**The problem.** The table gives PBE energy levels of HfO₂ in the ideal fluorite structure. A wave vector fixes how the phase of an orbital changes from one unit cell to the next; "point a", "point b" and "point c" are its components along the reciprocal cell vectors. "Level under 1" is the highest filled level at a point and "level over 1" the lowest empty one, with higher numbers further from the gap. Zero is the highest filled level on the mesh.

Kohn–Sham levels of fluorite HfO₂ (primitive cell edge 3.617 Å) from ABACUS 3.10.1 with the PBE functional, without spin polarisation or spin–orbit coupling, relative to the highest filled level on the 9×9×9 k mesh. The calculation used PseudoDojo NC SR 0.4.1 PBE standard pseudopotentials, a plane-wave cutoff of 1142.88 eV and Fermi–Dirac smearing of 0.05 eV.

```tsv
point a (reciprocal cell vector)	point b (reciprocal cell vector)	point c (reciprocal cell vector)	level point (row)	level under 4 (eV)	level under 3 (eV)	level under 2 (eV)	level under 1 (eV)	level over 1 (eV)	level over 2 (eV)
0.0000	0.0000	0.0000	1	-5.124	-0.546	-0.546	-0.546	3.924	3.924
0.2222	0.2222	0.2222	2	-4.022	-1.692	-1.213	-1.213	4.529	4.529
0.4444	0.4444	0.4444	3	-2.899	-2.668	-1.731	-1.731	4.632	4.632
0.2222	0.1111	0.1111	4	-4.282	-1.624	-1.319	-0.516	4.240	4.524
0.4444	0.2222	0.2222	5	-3.204	-2.451	-2.444	-0.604	4.367	5.142
0.3333	0.3333	0.0000	6	-4.036	-1.615	-0.886	-0.886	4.236	5.019
-0.1111	0.4444	0.4444	7	-3.321	-1.592	-1.400	0.000	3.985	5.457
```

**1. Where is the highest filled level, and is the vertical gap smallest there too?**

It is at point 7, on the face of the Brillouin zone close to its centre X. The top level at Γ (point 1) is 0.55 eV lower. The vertical gap, taken at one wave vector, is also smallest at point 7: 3.99 eV, against 4.47 eV at Γ.

**2. Which side of the gap does more to widen it between point 7 and point 3?**

The vertical gap grows by 2.38 eV. The filled level sinks by 1.73 eV, while the empty level rises by only 0.65 eV. The filled, mainly oxygen 2p side thus supplies nearly three quarters of the change, and its shape needs explaining first.

**3. Why should an oxygen level lie higher at X than at Γ?**

The oxygen ions form a simple cubic lattice. Each p orbital meets two neighbours end-on and four side-on. Take a p orbital that stands upright on the plane in which the wave's phase changes, and let the phase advance by $\varphi$ per oxygen step along both axes of that plane. With $s$ and $t$ as the positive strengths of end-on and side-on overlap, the energy is

$$E(\varphi)=E_0+2s-4t\cos\varphi .$$

At Γ, $\varphi=0$. End-on, a positive lobe faces a negative one, which is antibonding, but the four side-on contacts are bonding. At X the phase reverses at every sideways step, so all six contacts are antibonding. Symmetry also leaves this state at X without an s, p or d partner on hafnium that could lower it.

The same overlaps help to explain the low level at point 3. There the phase advances by 80° per oxygen step along all three axes. At 90° neither end-on nor side-on overlap would shift the level, so at point 3 most of the antibonding push is gone.

*Remark.* The two limiting cases give the direction of the effect before any strength is known.

**4. How well does this picture do between the limits?**

Points 1, 4, 5 and 7 are equivalent to points on one straight line from Γ to X, with $\varphi$ = 0°, 40°, 80° and 160°. The rise above Γ is $4t(1-\cos\varphi)$, so the unknown $t$ cancels from a ratio. Point 5 should show

$$\frac{1-\cos 80^\circ}{1-\cos 160^\circ}=\frac{1-0.17}{1+0.94}\approx 0.43$$

of the rise at point 7, or about 0.2 eV. In the table, point 5 lies 0.06 eV below Γ instead. At point 4 the sign is right, but the rise of 0.03 eV is only about half of what the same formula asks for. Point 6, on the way from Γ to X along a cube edge, fits worst: side-on overlap alone should lift a pair of levels above Γ there, yet the top filled pair lies 0.34 eV below it.

A likely reason is the hafnium 5d shell. At Γ and at X symmetry keeps this oxygen state apart from the d orbitals, but between them mixing is allowed and pushes the filled level down. This fits the dip at point 5, though the energies alone do not reveal the orbital content.

*Remark.* Oxygen overlap gives a reason for the band to end high at X; it should not be used to draw the curve on the way.

**5. Why are the filled levels at Γ so far apart?**

The cell holds two oxygen ions, hence six 2p combinations, which symmetry sorts into two triplets. In the upper one, at −0.55 eV, the two ions carry the same sign. In the lower one, to which the level at −5.12 eV belongs, they carry opposite signs. That reversal makes the end-on contacts bonding, and it also lets the oxygen orbitals bond with three of the five hafnium d orbitals, the $t_{2g}$ set. Both effects widen the separation, while the side-on contacts, now antibonding, narrow it. The levels give only the net result, 4.58 eV.

**6. Why is the lowest empty level at Γ a pair, and when does the pair split?**

The table lists only two empty levels per point, so it cannot by itself rule out a third at the same energy. The case for a pair comes from bonding. The two d orbitals left over from question 5, the $e_g$ pair, point between the eight oxygen neighbours. At Γ no oxygen 2p combination has their symmetry, so they escape the upward push that the $t_{2g}$ set receives as the antibonding partner of question 5.

Along the cube diagonal (points 2 and 3) the three cube axes remain equivalent, and the pair stays together. At point 6, on the line from Γ along a cube edge, one axis is singled out and the pair is free to split; the two lowest empty levels there lie 0.78 eV apart. To guess the result for another direction, ask whether it keeps the threefold rotation about a cube diagonal.

**7. Is the level at Γ then the bottom of the conduction band?**

No. The same calculation gives a gap of 3.874 eV over the whole mesh, while the empty pair at Γ lies at 3.924 eV. The minimum is therefore at another mesh point, 0.05 eV lower. Escaping oxygen 2p mixing keeps the Γ level low, but does not by itself make it the lowest.

*Remark.* A symmetry argument that explains a low level has not yet ranked it against every other wave vector.

**8. Which digits may a process engineer use?**

Degeneracies required by symmetry are exact within this calculation. Splittings of several tenths of an electronvolt are a fair guide to the shape of the bands. The second and third decimals should not be read as properties of the material: spin–orbit coupling, left out here, would split the upper triplet at Γ and could shift other levels by hundredths of an electronvolt. The order of two conduction levels only 0.05 eV apart, as in question 7, is therefore a result of this calculation, not a firm fact about the crystal.

The size of the gap deserves less trust than its shape. PBE typically makes the gaps of such oxides too small by more than 1 eV, and cubic fluorite is a high-temperature form of HfO₂, not the monoclinic phase stable at room temperature. Leakage through a gate dielectric depends, among other things, on the barriers between the band edges of silicon and those of the oxide. Levels counted from the oxide's own valence top do not supply them.

One question about the band edges stays open. The gap on this mesh is indirect, but only by 0.11 eV, and a mesh with nine divisions steps over X, where question 3 places the fully antibonding oxygen state. A band path through X would show whether the valence top moves there, and whether the conduction minimum lies at the same point.
